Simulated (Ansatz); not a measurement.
# Preparing SnO2 (P4_2/mnm) as a host crystal, part 2 of 2

Aim: the runs on the perfect crystal SnO2 (P4_2/mnm) that a defect calculation needs first.

Ansatz 0.2.0; plane-wave PAW DFT, PBEsol; relaxation of the host's cell and atoms; PAW set soft_1 (the session's first sound run).

So far. Step 3 (Dielectric tensors of the host): The principal values of the electronic dielectric tensor are 4.60, 4.60 and 4.91. The principal values of the static dielectric tensor are 10.42, 13.48 and 13.48.

## 4. Defect free supercell relaxed in its symmetry

This cell, the one that will hold the defects, is built from the relaxed host. Its coarser k-points can move the atoms a little, so it is relaxed from the symmetric sites, as the reference for the test of stability.

This step: plane-wave PAW DFT, PBEsol; relaxation of the defect-free supercell in its symmetry; PAW set soft_1 (Ansatz 0.2.0).

System of this step: SnO2 (P4_2/mnm). The cell holds 96 atoms: 32 Sn and 64 O. Its edges and angles: a = 11.498 Å, b = 11.498 Å, c = 13.485 Å, α = 54.1°, β = 54.1°, γ = 71.8°.

pristine.symmetric/input.yaml

```yaml
crystal:
  lattice:
    - [0.0, 9.5356236445, 6.4238053132]
    - [9.5356236445, 0.0, 6.4238053132]
    - [9.5356236445, 9.5356236445, 0.0]
  atoms:
    - { symbol: Sn, position: [0.125, 0.125, 0.125] }
    - { symbol: Sn, position: [0.375, 0.375, 0.375] }
    - { symbol: Sn, position: [0.0, 0.0, 0.0] }
    - { symbol: Sn, position: [0.25, 0.25, 0.25] }
    - { symbol: O, position: [0.0281360785, 0.2218639215, 0.375] }
    - { symbol: O, position: [0.2781360785, 0.4718639215, 0.125] }
    - { symbol: O, position: [0.2218639215, 0.0281360785, 0.375] }
    - { symbol: O, position: [0.4718639215, 0.2781360785, 0.125] }
    - { symbol: O, position: [0.0, 0.0, 0.1531360785] }
    - { symbol: O, position: [0.25, 0.25, 0.4031360785] }
    - { symbol: O, position: [0.0, 0.0, 0.3468639215] }
    - { symbol: O, position: [0.25, 0.25, 0.0968639215] }
    - { symbol: Sn, position: [0.125, 0.125, 0.625] }
    - { symbol: Sn, position: [0.375, 0.375, 0.875] }
    - { symbol: Sn, position: [0.0, 0.0, 0.5] }
    - { symbol: Sn, position: [0.25, 0.25, 0.75] }
    - { symbol: O, position: [0.0281360785, 0.2218639215, 0.875] }
    - { symbol: O, position: [0.2781360785, 0.4718639215, 0.625] }
    - { symbol: O, position: [0.2218639215, 0.0281360785, 0.875] }
    - { symbol: O, position: [0.4718639215, 0.2781360785, 0.625] }
    - { symbol: O, position: [0.0, 0.0, 0.6531360785] }
    - { symbol: O, position: [0.25, 0.25, 0.9031360785] }
    - { symbol: O, position: [0.0, 0.0, 0.8468639215] }
    - { symbol: O, position: [0.25, 0.25, 0.5968639215] }
    - { symbol: Sn, position: [0.125, 0.625, 0.125] }
    - { symbol: Sn, position: [0.375, 0.875, 0.375] }
    - { symbol: Sn, position: [0.0, 0.5, 0.0] }
    - { symbol: Sn, position: [0.25, 0.75, 0.25] }
    - { symbol: O, position: [0.0281360785, 0.7218639215, 0.375] }
    - { symbol: O, position: [0.2781360785, 0.9718639215, 0.125] }
[... 60 atom lines left out ...]
    - { symbol: O, position: [0.7218639215, 0.5281360785, 0.875] }
    - { symbol: O, position: [0.9718639215, 0.7781360785, 0.625] }
    - { symbol: O, position: [0.5, 0.5, 0.6531360785] }
    - { symbol: O, position: [0.75, 0.75, 0.9031360785] }
    - { symbol: O, position: [0.5, 0.5, 0.8468639215] }
    - { symbol: O, position: [0.75, 0.75, 0.5968639215] }
basis:
  ecutwfc: 420
  xc_grid: 2
hamiltonian:
  xc: pbesol
  pseudopotentials: { kind: paw, azcp: { folder: soft_1 }, xc_functional: pbe }
kpoints:
  mp_grid: { grid: [1, 1, 1] }
scf:
  occupations: { method: fermi_dirac, width: 0.01 }
  max_iter: 100
  lower_state_search: "off"
output:
  forces: true
relax:
  f_tol: 0.015
  max_steps: 60
  escape_saddle: false
checkpoint:
  write: "../pristine.symmetric.run"
  compress: false
  write_wavefunctions: false
  write_every: 100000
```

Run with:

```console
$ ansatz run input.yaml --threads 32 --pin off --max-ram 84787MiB --backend cuda --events-out ev --progress --plain --runs-dir out --max-vram 78GiB
```

Numbers of over 12 decimals in the logs are rounded to 6 here.

The program printed:

```text
[...]
device memory: the entry about to start is reckoned to put 3.9 GiB on a device that reports 182.5 GiB free (of which the cap on the GPU budget leaves the run 78.0 GiB)
GPU FFT provider: cuFFT
GPU libraries: cuBLAS 13.8.1, cuFFT 12.4.0, cuSOLVER 12.3.2
GPU matrix products: emulated (plane waves: as basis.precision tells), large ones in fixed point in workspaces of 1.00 GiB
Crystal: 96 atoms, lattice volume = 1168.209 Å³
Basis set: ecut = 420 eV, 22821 PW (Γ), exchange–correlation on 160×160×192 points (8 copies of the dense FFT grid, shifted against one another)
Bands: 512, of which v1, the nominal top of the filled ones, is band 416 counted from 1 (415 counted from 0)
Symmetry: 256 space group operations
[...]
k-points: 1
[...]
GPU buffer pool allocated for 614400 grid points (all kernels)
GPU transforms: local potential and band sums: pruned to the plane-wave sphere, on 80×80×90
[...]
SCF iter   1: F=—  HF=-226299.847935 eV  |Δ(HF+E_count)|=         —  Δρ=6.96e-2  dr2=4.20e1  Hψ=1841
[...]
SCF iter   7: F=-226290.637195 eV  HF=-226290.637194 eV  |Δ(HF+E_count)|=   4.12e-6  Δρ=1.07e-5  dr2=1.67e-6  Hψ=1586
SCF 1 converged in 7 iterations: F = -226290.637195 eV  dr2 = 1.67e-6
[...]
relax step   1: F+E_penalty+E_count = -226290.63719468 eV  Δ(F+E_penalty+E_count) = +0.000e0 eV  max|allowed force component| = 4.111e-2 eV/Å  Δτ_max = 0.0000 Å  (7 SCF iters, dr2 threshold 5.63e-6 eV, accepted)
[...]
SCF iter   5: F=-226290.641685 eV  HF=-226290.641685 eV  |Δ(HF+E_count)|=   4.66e-8  Δρ=2.68e-6  dr2=7.99e-8  Hψ=1556
SCF 2 converged in 5 iterations: F = -226290.641685 eV  dr2 = 7.99e-8
relax step   2: F+E_penalty+E_count = -226290.64168478 eV  Δ(F+E_penalty+E_count) = -4.490e-3 eV  max|allowed force component| = 1.207e-2 eV/Å  Δτ_max = 0.0019 Å  (5 SCF iters, accepted)
SCF converged after 5 iterations
Free energy (F): -226290.641685 eV
[...]
Internal energy: -226290.641685 eV  (E = F + TS)
E sigma→0 (E₀):  -226290.641685 eV
Fermi energy:    9.606391 eV
[...]
--- Forces (eV/Å), atoms counted from 1 ---
  atom   1  Sn     0.00000000    -0.00000000    -0.00000000
  atom   2  Sn     0.00000000    -0.00000000    -0.00000000
  atom   3  Sn    -0.00000000     0.00000000    -0.00000000
  atom   4  Sn    -0.00000000    -0.00000000    -0.00000000
  atom   5  O     -0.01207071     0.01207071    -0.00000000
  atom   6  O     -0.01207071     0.01207071    -0.00000000
  [... 90 more lines of this table ...]
  max |Σ_I F_I| component: 6.42e-17 eV/Å
--- Relaxed structure (2 steps of the walk, 2 accepted, 0 SCFs on fresh bases) ---
  F+E_penalty+E_count = -226290.64168478 eV   max|allowed force component| = 1.207e-2 eV/Å
  atoms:
    - { symbol: Sn, position: [0.125000, 0.125000, 0.125000] }
    - { symbol: Sn, position: [0.375000, 0.375000, 0.375000] }
    - { symbol: Sn, position: [0, 0, 0] }
    - { symbol: Sn, position: [0.250000, 0.250000, 0.250000] }
    - { symbol: O, position: [0.028274, 0.221726, 0.375] }
    - { symbol: O, position: [0.278274, 0.471726, 0.125000] }
  [... 90 more lines of this table ...]
```

The job ended after 2.1 s (1 × NVIDIA GB200 with 32 threads of Arm Neoverse V2, shared host; peak memory 1.2 GiB).

Hardly anything moved in the relaxation; the energy changed by under 0.2 meV an atom.

## 5. Defect free supercell relaxed from displaced atoms

This step: plane-wave PAW DFT, PBEsol; relaxation of the defect-free supercell from random displacements, a test of the host's stability; PAW set soft_1 (Ansatz 0.2.0).

pristine.rattled/input.yaml, as its differences from pristine.symmetric/input.yaml of step 4:

```diff
@@ -59,6 +59,6 @@
   f_tol: 0.015
-  max_steps: 60
-  escape_saddle: false
+  max_steps: 120
+  random_displacement: { amplitude: 0.06, seed: 10037 }
 checkpoint:
-  write: "../pristine.symmetric.run"
+  write: "../pristine.rattled.run"
   compress: false
```

The program printed:

```text
[...]
GPU FFT provider: cuFFT
GPU libraries: cuBLAS 13.8.1, cuFFT 12.4.0, cuSOLVER 12.3.2
[...]
Crystal: 96 atoms, lattice volume = 1168.209 Å³
Basis set: ecut = 420 eV, 22821 PW (Γ), exchange–correlation on 160×160×192 points (8 copies of the dense FFT grid, shifted against one another)
Bands: 512, of which v1, the nominal top of the filled ones, is band 416 counted from 1 (415 counted from 0)
Symmetry: 1 space group operations
k-points: 1
[...]
GPU buffer pool allocated for 614400 grid points (all kernels)
[...]
SCF iter   1: F=—  HF=-226297.311717 eV  |Δ(HF+E_count)|=         —  Δρ=6.99e-2  dr2=4.28e1  Hψ=1830
[...]
SCF iter   7: F=-226287.893109 eV  HF=-226287.893108 eV  |Δ(HF+E_count)|=   3.81e-6  Δρ=1.11e-5  dr2=1.91e-6  Hψ=1590
SCF 1 converged in 7 iterations: F = -226287.893109 eV  dr2 = 1.91e-6
[...]
relax step   1: F+E_penalty+E_count = -226287.89310898 eV  Δ(F+E_penalty+E_count) = +0.000e0 eV  max|allowed force component| = 2.093e0 eV/Å  Δτ_max = 0.0000 Å  (7 SCF iters, dr2 threshold 5.63e-6 eV, accepted)
[...]
relax step   2: F+E_penalty+E_count = -226290.21427870 eV  Δ(F+E_penalty+E_count) = -2.321e0 eV  max|allowed force component| = 6.549e-1 eV/Å  Δτ_max = 0.0902 Å  (7 SCF iters, dr2 threshold 1.00e-4 eV, accepted)
relax step   3: F+E_penalty+E_count = -226290.64189442 eV  Δ(F+E_penalty+E_count) = -4.276e-1 eV  max|allowed force component| = 9.742e-3 eV/Å  Δτ_max = 0.0566 Å  (7 SCF iters, dr2 threshold 2.68e-5 eV, accepted)
[...]
SCF iter   4: F=-226290.641895 eV  HF=-226290.641895 eV  |Δ(HF+E_count)|=   1.07e-8  Δρ=1.00e-6  dr2=1.49e-8  Hψ=1574
SCF 4 converged in 4 iterations: F = -226290.641895 eV  dr2 = 1.49e-8
relax step   4: F+E_penalty+E_count = -226290.64189477 eV  Δ(F+E_penalty+E_count) = -3.561e-7 eV  max|allowed force component| = 9.684e-3 eV/Å  Δτ_max = 0.0000 Å  (4 SCF iters, accepted)
SCF converged after 4 iterations
Free energy (F): -226290.641895 eV
[...]
Internal energy: -226290.641895 eV  (E = F + TS)
E sigma→0 (E₀):  -226290.641895 eV
Fermi energy:    9.607175 eV
[...]
--- Forces (eV/Å), atoms counted from 1 ---
  atom   1  Sn     0.00216731     0.00087680     0.00338826
  atom   2  Sn     0.00585254     0.00046079     0.00107222
  atom   3  Sn     0.00885541     0.00174960     0.00694333
  atom   4  Sn    -0.00491630     0.00172124     0.00243273
  atom   5  O      0.00005980    -0.00326448    -0.00599969
  atom   6  O     -0.00187274    -0.00154774     0.00053691
  [... 90 more lines of this table ...]
  max |Σ_I F_I| component: 1.90e-4 eV/Å
--- Relaxed structure (4 steps of the walk, 4 accepted, 0 SCFs on fresh bases) ---
  F+E_penalty+E_count = -226290.64189477 eV   max|allowed force component| = 9.684e-3 eV/Å
  atoms:
    - { symbol: Sn, position: [0.124923, 0.124787, 0.125281] }
    - { symbol: Sn, position: [0.374954, 0.374759, 0.375218] }
    - { symbol: Sn, position: [-3.292998705887223e-5, -0.000305, 0.000275] }
    - { symbol: Sn, position: [0.249910, 0.249883, 0.250234] }
    - { symbol: O, position: [0.028307, 0.221532, 0.375233] }
    - { symbol: O, position: [0.278353, 0.471536, 0.125167] }
  [... 90 more lines of this table ...]
```

Run time: 3.4 s. Hardware: 1 × NVIDIA GB200 with 32 threads; peak memory 1.3 GiB; 9.6 s of CPU time.

Relaxation path:

```tsv
step	energy less that of the first step (eV)	largest force component (eV/Å)
1	0.0000	2.0927
2	-2.3212	0.6549
3	-2.7488	0.0097
4	-2.7488	0.0097
```

The relaxation ends 29 meV an atom lower than the displaced start, with a largest force component of 0.0097 eV/Å.

## 6. Host on a dense mesh

This step: plane-wave PAW DFT, PBEsol; single point of the defect-free host, a test of the k-point sampling; PAW set soft_1 (Ansatz 0.2.0).

System of this step: SnO2 (P4_2/mnm). Symmetry: P4_2/mnm, No. 136, tetragonal system. Conventional cell: a = 4.768 Å, b = 4.768 Å, c = 3.212 Å, α = 90.00°, β = 90.00°, γ = 90.00°. Nearest to Sn lie 6 O at 2.07 Å. Nearest to O lie 3 Sn at 2.07 Å. Farther neighbours and most contacts between anions are not listed.

dense/input.yaml

```yaml
crystal:
  lattice:
    - [4.7678118222, 0.0, 0.0]
    - [0.0, 4.7678118222, 0.0]
    - [0.0, 0.0, 3.2119026566]
  atoms:
    - { symbol: Sn, position: [0.5, 0.5, 0.5] }
    - { symbol: Sn, position: [0.0, 0.0, 0.0] }
    - { symbol: O, position: [0.193727843, 0.806272157, 0.5] }
    - { symbol: O, position: [0.806272157, 0.193727843, 0.5] }
    - { symbol: O, position: [0.306272157, 0.306272157, 0.0] }
    - { symbol: O, position: [0.693727843, 0.693727843, 0.0] }
basis:
  ecutwfc: 420
  xc_grid: 2
hamiltonian:
  xc: pbesol
  pseudopotentials: { kind: paw, azcp: { folder: soft_1 }, xc_functional: pbe }
kpoints:
  mp_grid: { grid: [6, 6, 9] }
scf:
  occupations: { method: fermi_dirac, width: 0.01 }
  max_iter: 100
  lower_state_search: "off"
checkpoint:
  write: "../dense.run"
  compress: false
  write_wavefunctions: false
  write_every: 100000
```

The program printed:

```text
[...]
GPU FFT provider: cuFFT
GPU libraries: cuBLAS 13.8.1, cuFFT 12.4.0, cuSOLVER 12.3.2
[...]
Crystal: 6 atoms, lattice volume = 73.013 Å³
Basis set: ecut = 420 eV, 1435 PW (Γ), exchange–correlation on 64×64×48 points (8 copies of the dense FFT grid, shifted against one another)
Bands: 32, of which v1, the nominal top of the filled ones, is band 26 counted from 1 (25 counted from 0)
Symmetry: 16 space group operations
[...]
k-points: 50 of 324
[...]
GPU buffer pool allocated for 24576 grid points (all kernels)
[...]
SCF iter   1: F=—  HF=-14143.798690 eV  |Δ(HF+E_count)|=         —  Δρ=6.91e-2  dr2=2.56e0  Hψ=7090
[...]
SCF iter   7: F=-14143.237447 eV  HF=-14143.237447 eV  |Δ(HF+E_count)|=   1.52e-7  Δρ=6.85e-6  dr2=2.84e-8  Hψ=3964
SCF 1 converged in 7 iterations: F = -14143.237447 eV  dr2 = 2.84e-8
[...]
SCF converged after 7 iterations
Free energy (F): -14143.237447 eV
[...]
Internal energy: -14143.237447 eV  (E = F + TS)
E sigma→0 (E₀):  -14143.237447 eV
Fermi energy:    9.593027 eV
[...]
```

Elapsed: 0.95 s, on 1 × NVIDIA GB200 with 32 threads; peak memory 1.1 GiB.

## 7. Defect free supercell at the zone centre

The supercell is run at the zone centre, to see how far that sampling misses the dense mesh.

System of this step: SnO2 (P4_2/mnm). The cell holds 96 atoms: 32 Sn and 64 O. Its edges and angles: a = 11.498 Å, b = 11.498 Å, c = 13.485 Å, α = 54.1°, β = 54.1°, γ = 71.8°.

pristine.sampling_gamma/input.yaml, as its differences from pristine.rattled/input.yaml of step 5:

```diff
@@ -55,10 +55,4 @@
   lower_state_search: "off"
-output:
-  forces: true
-relax:
-  f_tol: 0.015
-  max_steps: 120
-  random_displacement: { amplitude: 0.06, seed: 10037 }
 checkpoint:
-  write: "../pristine.rattled.run"
+  write: "../pristine.sampling_gamma.run"
   compress: false
```

The program printed:

```text
[...]
GPU FFT provider: cuFFT
GPU libraries: cuBLAS 13.8.1, cuFFT 12.4.0, cuSOLVER 12.3.2
[...]
Crystal: 96 atoms, lattice volume = 1168.209 Å³
Basis set: ecut = 420 eV, 22821 PW (Γ), exchange–correlation on 160×160×192 points (8 copies of the dense FFT grid, shifted against one another)
Bands: 512, of which v1, the nominal top of the filled ones, is band 416 counted from 1 (415 counted from 0)
Symmetry: 256 space group operations
[...]
k-points: 1
[...]
GPU buffer pool allocated for 614400 grid points (all kernels)
[...]
SCF iter   1: F=—  HF=-226299.847919 eV  |Δ(HF+E_count)|=         —  Δρ=6.96e-2  dr2=4.20e1  Hψ=1841
[...]
SCF iter   8: F=-226290.637195 eV  HF=-226290.637195 eV  |Δ(HF+E_count)|=   8.86e-7  Δρ=2.07e-6  dr2=4.16e-8  Hψ=1195
SCF 1 converged in 8 iterations: F = -226290.637195 eV  dr2 = 4.16e-8
[...]
SCF converged after 8 iterations
Free energy (F): -226290.637195 eV
[...]
Internal energy: -226290.637195 eV  (E = F + TS)
E sigma→0 (E₀):  -226290.637195 eV
Fermi energy:    9.604492 eV
[...]
```

The job ended after 1.3 s (1 × NVIDIA GB200 with 32 threads; peak memory 1.2 GiB).

## 8. Defect free supercell at the quarter point

The supercell is run at one point off the zone centre, to see how far that sampling misses the dense mesh.

pristine.sampling_quarter/input.yaml, as its differences from pristine.sampling_gamma/input.yaml of step 7:

```diff
@@ -50,3 +50,3 @@
 kpoints:
-  mp_grid: { grid: [1, 1, 1] }
+  mp_grid: { grid: [1, 1, 1], shift: [0.25, 0.25, 0.25] }
 scf:
@@ -56,3 +56,3 @@
 checkpoint:
-  write: "../pristine.sampling_gamma.run"
+  write: "../pristine.sampling_quarter.run"
   compress: false
```

The program printed:

```text
[...]
GPU FFT provider: cuFFT
GPU libraries: cuBLAS 13.8.1, cuFFT 12.4.0, cuSOLVER 12.3.2
[...]
Crystal: 96 atoms, lattice volume = 1168.209 Å³
Basis set: ecut = 420 eV, 22821 PW (Γ), exchange–correlation on 160×160×192 points (8 copies of the dense FFT grid, shifted against one another)
Bands: 512, of which v1, the nominal top of the filled ones, is band 416 counted from 1 (415 counted from 0)
Symmetry: 64 space group operations
k-points: 1
[...]
GPU buffer pool allocated for 614400 grid points (all kernels)
[...]
SCF iter   1: F=—  HF=-226300.407573 eV  |Δ(HF+E_count)|=         —  Δρ=6.93e-2  dr2=4.13e1  Hψ=1848
[...]
SCF iter   8: F=-226291.351340 eV  HF=-226291.351340 eV  |Δ(HF+E_count)|=   2.63e-8  Δρ=2.05e-6  dr2=4.11e-8  Hψ=1313
SCF 1 converged in 8 iterations: F = -226291.351340 eV  dr2 = 4.11e-8
[...]
SCF converged after 8 iterations
Free energy (F): -226291.351340 eV
[...]
Internal energy: -226291.351340 eV  (E = F + TS)
E sigma→0 (E₀):  -226291.351340 eV
Fermi energy:    9.817058 eV
[...]
```

The job ended after 1.4 s (1 × NVIDIA GB200 with 32 threads; peak memory 1.4 GiB).

## 9. Outcome

```json
{
 "primitive cell vectors, lengths": "4.768, 4.768, 3.212 Å",
 "electronic dielectric constant": "principal values (4.60, 4.60, 4.91)",
 "static dielectric constant": "principal values (10.42, 13.48, 13.48)",
 "gap on the k-mesh of the response run (PBEsol)": "0.92 eV",
 "supercell relaxed in its symmetry less the displaced and relaxed one": "0.000 eV",
 "energy an atom at the zone centre alone less that on the dense mesh": "0.012 eV",
 "energy an atom at one point at (¼, ¼, ¼) less that on the dense mesh": "0.005 eV"
}
```

**Reading.** Step 5: The energy fell by 2.749 eV from the randomly displaced start; the atoms end within 0.005 Å of the sites as typed, once the mean shift is taken out. The displaced cell ends within 0.01 eV of the symmetric one relaxed in its symmetry, so no lower structure shows in this supercell. The k-mesh can miss the band edges, so this gap is an upper bound at this level. All at zero temperature.

[Logs are printed without paths, hosts, clocks, repeated set-up lines and the standing remarks that a program may print on its own settings, such as how far it seeks lower states.]

[Hosts, paths, dates, database ids (printed as entryN), source tags and the programs' standing remarks are cut or masked in the printed files.]

[Runs of the host that timed out are not shown.]

[For some hosts the program warned that the k-mesh of the response run may be too coarse for force constants and the static dielectric constant; such warnings are not always shown.]

[The program warned that the k-mesh of a response run behind this text may be too coarse: force constants, and the static dielectric constant and all else formed from them, are not shown converged.]
